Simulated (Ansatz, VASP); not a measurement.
## One calculation of BP, two programs

The input INCAR:

```
  ALGO = Normal
  EDIFF = 1E-7
  ENCUT = 520
  GGA = PE
  ISIF = 2
  ISMEAR = 0
  LASPH = T
  LCHARG = T
  LELF = T
  LREAL = F
  LVHAR = T
  LWAVE = F
  NBANDS = 11
  NELM = 60
  PREC = Accurate
  SIGMA = 0.1
```

KPOINTS

```
k-points
0
Gamma
  6 6 6
```

Contents of POSCAR:

```
BP
1.0
    0.0000000000      2.2690000500      2.2690000500
    2.2690000500      0.0000000000      2.2690000500
    2.2690000500      2.2690000500      0.0000000000
B P
1 1
Direct
    0.0000000000      0.0000000000      0.0000000000
    0.2500000000      0.2500000000      0.2500000000
```

Input for Ansatz:

```yaml
crystal:
  lattice:
    - [0.0, 2.26900005, 2.26900005]
    - [2.26900005, 0.0, 2.26900005]
    - [2.26900005, 2.26900005, 0.0]
  atoms:
    - { symbol: B, position: [0.0, 0.0, 0.0] }
    - { symbol: P, position: [0.25, 0.25, 0.25] }
basis:
  ecutwfc: 420
kpoints:
  mp_grid: { grid: [6, 6, 6] }
hamiltonian:
  xc: pbe
scf:
  occupations: { method: gaussian, width: 0.1 }
  lower_state_search: "off"
output:
  forces: true
  stress: true
  eigenvalues: true
```

Alike in both runs: task single point; functional PBE; k mesh 6 × 6 × 6; occupations gaussian, width 0.1 eV; no spin polarisation.

|  | VASP | Ansatz |
| --- | --- | --- |
| version | VASP 6.6.1 | Ansatz 0.2.0 |
| potentials or method | VASP PAW PBE potentials, release 64 (B, P) | scalar-relativistic, plane waves, PAW |
| plane-wave cutoff (eV) | 520 | 420 |
| valence electrons in the cell | 8 | 8 |

```csv
,VASP,Ansatz,Ansatz less VASP
gap on the k mesh at the Fermi level (eV),1.33,1.33,+0.004
least direct gap on the mesh (eV),3.40,3.40,+0.003
pressure (GPa),1.0,1.3,+0.23
```

A k mesh can miss the band edges. A hybrid or GW would open this gap; PBE tends to underestimate it.
